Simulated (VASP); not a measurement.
# Lu (P6_3/mmc) in VASP: further runs

The runs below take Lu through single point, with PBE.

Program: VASP 6.6.1. These are calculated values, not measurements. Logs are shortened: lines on timing, memory, paths and dates and some standing lists are left out, and cuts for length are marked.

## Step 1: The crystal as given

The structure is hexagonal, space group P6_3/mmc (No. 194). Conventional cell: a = 3.503 Å, b = 3.503 Å, c = 5.551 Å, α = 90.00°, β = 90.00°, γ = 120.00°. Lu (site symmetry -6m2) has 12 Lu at 3.43 to 3.50 Å as nearest neighbours.

## Step 2: Single point, PBE

Contents of INCAR:

```
SYSTEM = Lu
  PREC = Accurate
  ENCUT = 450
  EDIFF = 1E-6
  ISMEAR = 0
  SIGMA = 0.2
  LREAL = .False.
  LASPH = .True.
  NELM = 100
  ALGO = Normal
  ISIF = 2
  LWAVE = .False.
  LCHARG = .False.
  GGA = PE
  ADDGRID = .False.
```

Contents of KPOINTS:

```
regular mesh
0
Gamma
  19 19 10
  0 0 0
```

Contents of POSCAR:

```
Lu
1.0
    3.5031000000      0.0000000000      0.0000000000
   -1.7515500000      3.0337735920      0.0000000000
    0.0000000000      0.0000000000      5.5509000000
Lu
2
Direct
    0.6483880000      0.2977880000      0.7516770000
    0.3414390000      0.6668870000      0.2457360000
```

Potentials or basis: VASP PAW PBE potentials, release 64 (Lu_3), 4f in core.

On the command line:

```bash
> cat potpaw_PBE.64/Lu_3/POTCAR > POTCAR
> mpirun -np 1 vasp_std > vasp.out
```

OUTCAR:

```text
SYSTEM = Lu
   PREC = Accurate
   ENCUT = 450
   EDIFF = 1E-6
   ISMEAR = 0
   LREAL = .False.
   LASPH = .True.
   NELM = 100
   ISIF = 2
   GGA = PE

 Found   1806 irreducible k-points:

 Following reciprocal coordinates:
            Coordinates               Weight
  0.000000  0.000000  0.000000      1.000000
  0.052632  0.000000  0.000000      2.000000
  0.000000  0.052632  0.000000      2.000000
 -0.052632  0.052632  0.000000      2.000000
  0.105263  0.000000  0.000000      2.000000
  0.000000  0.105263  0.000000      2.000000
   k-points           NKPTS =   1806   k-points in BZ     NKDIM =   1806   number of bands    NBANDS=     13
   number of dos      NEDOS =    301   number of ions     NIONS =      2
   total plane-waves  NPLWV =  23040
   dimension x,y,z NGX =    24 NGY =   24 NGZ =   40
   dimension x,y,z NGXF=    48 NGYF=   48 NGZF=   80
   ions per type =               2
   NGX,Y,Z   is equivalent  to a cutoff of  11.39, 11.39, 11.98 a.u.
   NGXF,Y,Z  is equivalent  to a cutoff of  22.78, 22.78, 23.96 a.u.
 SYSTEM =  Lu
   PREC   = accura    normal or accurate (medium, high low for compatibility)
   ISTART =      0    job   : 0-new  1-cont  2-samecut
   ICHARG =      2    charge: 1-file 2-atom 10-const
   ISPIN  =      1    spin polarized calculation?
   LNONCOLLINEAR =      F non collinear calculations
   LSORBIT =      F    spin-orbit coupling
   LASPH  =      T    aspherical Exc in radial PAW
   ENCUT  =  450.0 eV  33.07 Ry    5.75 a.u.   6.06  6.06  9.60*2*pi/ulx,y,z
   NELM   =    100;   NELMIN=  2; NELMDL= -5     # of ELM steps
   EDIFF  = 0.1E-05   stopping-criterion for ELM
   LREAL  =      F    real-space projection
   EDIFFG = 0.1E-04   stopping-criterion for IOM
   NSW    =      0    number of steps for IOM
   IBRION =     -1    ionic relax: 0-MD 1-quasi-New 2-CG
   NFREE  =      0    steps in history (QN), initial steepest desc. (CG)
   ISIF   =      2    stress and relaxation
   ISYM   =      2    0-nonsym 1-usesym 2-fastsym
   POTIM  = 0.5000    time-step for ionic-motion
   TEBEG  =    0.0;   TEEND  =   0.0 temperature during run
   PSTRESS=    0.0 pullay stress
   NELECT =      18.0000    total number of electrons
   NUPDOWN=      -1.0000    fix difference up-down
   EMIN   =  10.00;   EMAX   =-10.00  energy-range for DOS
   EFERMI =   0.00;   METHOD = LEGACY
   ISMEAR =     0;   SIGMA  =   0.20  broadening in eV -4-tet -1-fermi 0-gaus
   EFERMI_NEDOS =   21; number of points for ismear=-14 and -15
   IALGO  =     38    algorithm
   IMIX   =      4    mixing-type and parameters
     AMIX     =   0.40;   BMIX     =  1.00
     AMIX_MAG =   1.60;   BMIX_MAG =  1.00
  volume/ion in A,a.u.               =      29.50       199.05
  Fermi-wavevector in a.u.,A,eV,Ry     =   1.102130  2.082723 16.526853  1.214689
  Thomas-Fermi vector in A             =   2.238568
   LORBIT       =      0    0 simple, 1 ext, 2 COOP (PROOUT), +10 PAW based schemes
   GGA     = PE    functional components
   LHFCALC =     F    Hartree Fock is set to
   AEXX    =    0.0000 exact exchange contribution
   IVDW    =     0    specifies the selected vdW correction
   LEPSILON=     F    determine dielectric tensor
   LRPA    =     F    only Hartree local field effects (RPA)
 non-spin polarized calculation
 Gauss-broadening in eV      SIGMA  =   0.20
  energy-cutoff  :      450.00
  volume of cell :       58.99
 maximum number of plane-waves:      1300
   NGX = 13   NGY = 13   NGZ = 19

 number of electron      18.0000000 magnetization

 Free energy of the ion-electron system (eV)
  ---------------------------------------------------
  ext. energy  EPLUGINS =         0.00000000
  ---------------------------------------------------
  free energy    TOTEN  =        -8.92887370 eV

  energy without entropy =       -8.85760496  energy(sigma->0) =       -8.89323933

 E-fermi :   2.7714     XC(G=0):  -9.9078

 val. band max:        2.7711405237   @ k =  -0.2105   0.0526  -0.1000
 cond. band min:       2.7718246202   @ k =  -0.4737   0.3158   0.4000
 fundamental gap:      0.0006840965
 Fermi energy:         2.7714411015

 k-point     1 :       0.0000    0.0000    0.0000
  band No.  band energies     occupation
      1     -24.2775      2.00000
      2     -23.8712      2.00000
      3     -23.8488      2.00000
      4     -23.7901      2.00000
      5     -23.7787      2.00000
      6     -23.7612      2.00000
      7      -3.2472      2.00000
      8       0.3430      2.00000
      9       3.3250      0.00009
     10       4.9443      0.00000
     11       5.0486      0.00000
     12       5.2017      0.00000
     13       5.7217      0.00000

 k-point     2 :       0.0526    0.0000    0.0000
  band No.  band energies     occupation
      1     -24.2735      2.00000
      2     -23.8751      2.00000
      3     -23.8569      2.00000
      4     -23.7987      2.00000
      5     -23.7808      2.00000
      6     -23.7629      2.00000
      7      -3.1811      2.00000
      8       0.4107      2.00000
      9       3.2755      0.00037
     10       4.7866      0.00000
     11       5.0224      0.00000
     12       5.3794      0.00000
     13       5.5964      0.00000
[... 33 lines left out ...]
 k-point     5 :       0.1053    0.0000    0.0000
  band No.  band energies     occupation
      1     -24.2616      2.00000
      2     -23.8919      2.00000
      3     -23.8750      2.00000
      4     -23.8247      2.00000
      5     -23.7855      2.00000
      6     -23.7679      2.00000
      7      -2.9853      2.00000
      8       0.6078      2.00000
      9       3.1364      0.00986
     10       4.4137      0.00000
     11       5.2057      0.00000
     12       5.2882      0.00000
     13       5.6981      0.00000

 k-point     6 :       0.0000    0.1053    0.0000
  band No.  band energies     occupation
      1     -24.2595      2.00000
      2     -23.9052      2.00000
      3     -23.8619      2.00000
      4     -23.8166      2.00000
      5     -23.7936      2.00000
      6     -23.7701      2.00000
      7      -2.9834      2.00000
      8       0.6163      2.00000
      9       3.1631      0.00562
     10       4.3545      0.00000
     11       5.2829      0.00000
     12       5.3059      0.00000
     13       5.7771      0.00000

 [... further k-points ...]

------------------------ aborting loop because EDIFF is reached ----------------------------------------

  FORCE on cell =-STRESS in cart. coord.  units (eV):
  Direction    XX          YY          ZZ          XY          YZ          ZX
  --------------------------------------------------------------------------------------
  -------------------------------------------------------------------------------------
  Total       -0.0188682      0.2377990     -0.2038465     -0.0395814     -0.0244539     -0.0056399
  in kB       -0.5124388      6.4583497     -5.5362368     -1.0749861     -0.6641407     -0.1531744
  external PRESSURE =       0.1365580 kB  Pullay stress =       0.0000000 kB

 VOLUME and BASIS-vectors are now :
 -----------------------------------------------------------------------------
  energy-cutoff  :      450.00
  volume of cell :       58.99
      direct lattice vectors                 reciprocal lattice vectors
     3.503100000  0.000000000  0.000000000     0.285461448  0.164811244  0.000000000
    -1.751550000  3.033773592  0.000000000     0.000000000  0.329622488  0.000000000
     0.000000000  0.000000000  5.550900000     0.000000000  0.000000000  0.180150967

 POSITION                                       TOTAL-FORCE (eV/Angst)
 -----------------------------------------------------------------------------------
      1.74978      0.90342      4.17248         0.038778      0.165258     -0.138504
      0.02801      2.02318      1.36406        -0.038778     -0.165258      0.138504
 -----------------------------------------------------------------------------------
    total drift:                                0.000004      0.000007     -0.000000

  FREE ENERGIE OF THE ION-ELECTRON SYSTEM (eV)
  ---------------------------------------------------
  free  energy   TOTEN  =        -8.9288736976 eV

  energy  without entropy=       -8.8576049619  energy(sigma->0) =       -8.89323933
```

It took 4.5 min on 1 thread of Intel Xeon 6975P-C (Granite Rapids), shared host; peak memory 1 GiB.

The run converged, but some of its settings lie outside the range that counts as converged, so its numbers aren't taken as properties of the crystal.

What came out:

- Free energy: -8.9289 eV
- Pressure: 0.0 GPa
- Largest force: 0.219 eV/Å
- Band gap on the k mesh: none (metal or under the smearing width)

## Step 3: Single point, PBE

Changes to INCAR since step 2:

```diff
@@ -5,3 +5,3 @@
   ISMEAR = 0
-  SIGMA = 0.2
+  SIGMA = 0.05
   LREAL = .False.
```

KPOINTS is that of step 2.

Contents of POSCAR:

```
Lu
1.0
    3.5031000000      0.0000000000      0.0000000000
   -1.7515500000      3.0337735920      0.0000000000
    0.0000000000      0.0000000000      5.5509000000
Lu
2
Direct
    0.6666666667      0.3333333333      0.7500000000
    0.3333333333      0.6666666667      0.2500000000
```

Potentials or basis: VASP PAW PBE potentials, release 64 (Lu_3), 4f in core.

On the command line:

```bash
> cat potpaw_PBE.64/Lu_3/POTCAR > POTCAR
> mpirun -np 1 vasp_std > vasp.out
```

Wall time 38 s (1 thread of Intel Xeon 6975P-C (Granite Rapids), shared host); peak memory 0.26 GiB.

The run converged, but some of its settings lie outside the range that counts as converged, so its numbers aren't taken as properties of the crystal.

What came out:

```
Free energy            : -8.9065 eV
Pressure               : -0.1 GPa
Band gap on the k mesh : none (metal or under the smearing width)
```

## Step 4: The reference run

An earlier run on the cell as given: functional PBE; potentials or basis VASP PAW PBE potentials, release 64 (Lu); cutoff 520 eV; k mesh 9 × 9 × 5; occupations fermi-dirac, width 0.05 eV; no spin polarisation.

- Pressure: -0.4 GPa
- Band gap on the k mesh: none (metal or under the smearing width)
